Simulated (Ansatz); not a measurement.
Calculated with Ansatz: Ta3SiC2, relaxation

The input file (Ansatz 0.2.0, plane waves):

```yaml
crystal:
  lattice:
    - [1.588423, 2.751227, 0.0]
    - [-1.588423, 2.751227, 0.0]
    - [0.0, 0.0, 18.311419]
  atoms:
    - { symbol: Ta, position: [0.0, 0.0, 0.0] }
    - { symbol: Ta, position: [0.0, 0.0, 0.5] }
    - { symbol: Ta, position: [0.66667, 0.66666, 0.1355] }
    - { symbol: Ta, position: [0.33334, 0.33333, 0.6355] }
    - { symbol: Ta, position: [0.66667, 0.66666, 0.3645] }
    - { symbol: Ta, position: [0.33333, 0.33333, 0.8645] }
    - { symbol: Si, position: [0.0, 0.0, 0.25] }
    - { symbol: Si, position: [0.0, 0.0, 0.75] }
    - { symbol: C, position: [0.33333, 0.33334, 0.0722] }
    - { symbol: C, position: [0.66666, 0.66667, 0.5722] }
    - { symbol: C, position: [0.33333, 0.33334, 0.4278] }
    - { symbol: C, position: [0.66667, 0.66667, 0.9278] }
  symmetry: { tolerance: 0.0003 }
kpoints:
  mp_grid: { grid: [11, 11, 2], shift: [0, 0, 0] }
magnetization:
  spin_polarized: false
scf:
  occupations: { method: fermi_dirac }
  lower_state_search: "off"
hamiltonian:
  pseudopotentials: { kind: paw }
  xc: r2scan
basis:
  ecutwfc: 500
  fft_grid_basis: typed
relax:
  max_steps: 60
  cell: { p_target: 0.0 }
  f_tol: 0.03
output:
  forces: true
  stress: true
  eigenvalues: true
  bader: true
  populations: true
  elf: true
  write_potential: true
  volumetric_format: npy
  dos:
    e_range: [-12, 8]
    de: 0.05
    projected: { site_lists: { C: [C], Si: [Si], Ta: [Ta] } }
checkpoint:
  read: saved_state
```

The command:

```bash
ansatz run input.yaml --threads 2 --pin off --max-ram 3584MiB --backend cpu --events-out ev --progress --plain --runs-dir out
```

Origin of the cell: a known structure type with other elements, at an estimated volume, so it need not be a known compound.

The smearing width isn't typed, so it takes its default of 0.1 eV.

The saved state is a converged single point of the same cell.

Steps («new basis» is an SCF on plane waves selected anew at the same cell):

```csv
step,ΔF (meV/atom),max force component (eV/Å),P (GPa),volume (Å³),SCF iterations,step was
1,0.0,1.086,-6.85,160.05,6,accepted
2,19.5,0.978,14.59,145.42,8,rejected
3,-31.4,0.467,-0.36,154.25,11,accepted
4,-32.3,0.193,-3.25,155.25,7,accepted
5,-34.6,0.057,0.66,153.15,6,accepted
6,-34.7,0.010,0.06,153.52,5,accepted
7,-34.7,0.002,-0.01,153.55,6,accepted
8,-34.5,0.002,-0.01,153.55,6,new basis
```

Step 1, with forces in eV/Å:

```xyz
12
Lattice="1.588 2.751 0.000 -1.588 2.751 0.000 0.000 0.000 18.311" Properties=species:S:1:pos:R:3:forces:R:3 pbc="T T T" step=1
Ta    0.000    0.000    0.000    0.000    0.000    0.000
Ta    0.000    0.000    9.156    0.000    0.000    0.000
Ta    0.000    3.668    2.481    0.000    0.000    1.086
Ta    0.000    1.834   11.637    0.000    0.000    1.086
Ta    0.000    3.668    6.675    0.000    0.000   -1.086
Ta    0.000    1.834   15.830    0.000    0.000   -1.086
Si    0.000    0.000    4.578    0.000    0.000    0.000
Si    0.000    0.000   13.734    0.000    0.000    0.000
C     0.000    1.834    1.322    0.000    0.000   -0.432
C     0.000    3.668   10.478    0.000    0.000   -0.432
C     0.000    1.834    7.834    0.000    0.000    0.432
C     0.000    3.668   16.989    0.000    0.000    0.432
```

Step 3, with forces in eV/Å:

```xyz
12
Lattice="1.577 2.732 0.000 -1.577 2.732 0.000 0.000 0.000 17.902" Properties=species:S:1:pos:R:3:forces:R:3 pbc="T T T" step=3
Ta    0.000    0.000    0.000    0.000    0.000    0.000
Ta    0.000    0.000    8.951    0.000    0.000    0.000
Ta    0.000    3.642    2.506    0.000    0.000    0.467
Ta    0.000    1.821   11.457    0.000    0.000    0.467
Ta    0.000    3.642    6.445    0.000    0.000   -0.467
Ta    0.000    1.821   15.396    0.000    0.000   -0.467
Si    0.000    0.000    4.476    0.000    0.000    0.000
Si    0.000    0.000   13.427    0.000    0.000    0.000
C     0.000    1.821    1.310    0.000    0.000   -0.328
C     0.000    3.642   10.261    0.000    0.000   -0.328
C     0.000    1.821    7.641    0.000    0.000    0.328
C     0.000    3.642   16.592    0.000    0.000    0.328
```

Step 4, with forces in eV/Å:

```xyz
12
Lattice="1.579 2.735 0.000 -1.579 2.735 0.000 0.000 0.000 17.970" Properties=species:S:1:pos:R:3:forces:R:3 pbc="T T T" step=4
Ta    0.000    0.000    0.000    0.000    0.000    0.000
Ta    0.000    0.000    8.985    0.000    0.000    0.000
Ta    0.000    3.647    2.550    0.000    0.000   -0.193
Ta    0.000    1.824   11.536    0.000    0.000   -0.193
Ta    0.000    3.647    6.435    0.000    0.000    0.193
Ta    0.000    1.824   15.420    0.000    0.000    0.193
Si    0.000    0.000    4.493    0.000    0.000    0.000
Si    0.000    0.000   13.478    0.000    0.000    0.000
C     0.000    1.824    1.305    0.000    0.000    0.028
C     0.000    3.647   10.290    0.000    0.000    0.028
C     0.000    1.824    7.680    0.000    0.000   -0.028
C     0.000    3.647   16.665    0.000    0.000   -0.028
```

Step 5, with forces in eV/Å:

```xyz
12
Lattice="1.578 2.734 0.000 -1.578 2.734 0.000 0.000 0.000 17.746" Properties=species:S:1:pos:R:3:forces:R:3 pbc="T T T" step=5
Ta    0.000    0.000    0.000    0.000    0.000    0.000
Ta    0.000    0.000    8.873    0.000    0.000    0.000
Ta    0.000    3.645    2.519    0.000    0.000   -0.018
Ta    0.000    1.823   11.392    0.000    0.000   -0.018
Ta    0.000    3.645    6.353    0.000    0.000    0.018
Ta    0.000    1.823   15.226    0.000    0.000    0.018
Si    0.000    0.000    4.436    0.000    0.000    0.000
Si    0.000    0.000   13.309    0.000    0.000    0.000
C     0.000    1.823    1.290    0.000    0.000    0.057
C     0.000    3.645   10.162    0.000    0.000    0.057
C     0.000    1.823    7.583    0.000    0.000   -0.057
C     0.000    3.645   16.456    0.000    0.000   -0.057
```

Step 8, with forces in eV/Å:

```xyz
12
Lattice="1.581 2.738 0.000 -1.581 2.738 0.000 0.000 0.000 17.737" Properties=species:S:1:pos:R:3:forces:R:3 pbc="T T T" step=8
Ta    0.000    0.000    0.000    0.000    0.000    0.000
Ta    0.000    0.000    8.869    0.000    0.000    0.000
Ta    0.000    3.651    2.518    0.000    0.000    0.002
Ta    0.000    1.825   11.387    0.000    0.000    0.002
Ta    0.000    3.651    6.350    0.000    0.000   -0.002
Ta    0.000    1.825   15.219    0.000    0.000   -0.002
Si    0.000    0.000    4.434    0.000    0.000    0.000
Si    0.000    0.000   13.303    0.000    0.000    0.000
C     0.000    1.825    1.292    0.000    0.000    0.002
C     0.000    3.651   10.161    0.000    0.000    0.002
C     0.000    1.825    7.576    0.000    0.000   -0.002
C     0.000    3.651   16.445    0.000    0.000   -0.002
```

```yaml
Free_energy_lowered_by: 34.5 meV/atom
Volume_change: -4.06 %
Final_pressure: -0.01 GPa
Relaxation_steps_listed: 8
```

Caveats: no moments, though an odd count or open d shells may carry them; no spin-orbit coupling, though heavy elements are present; the relaxation held the start's symmetry, so the end may be a saddle point.

The run took 4.2 min on 2 threads of Arm Neoverse V1 (shared host), peak memory 1 GiB, from a saved density.
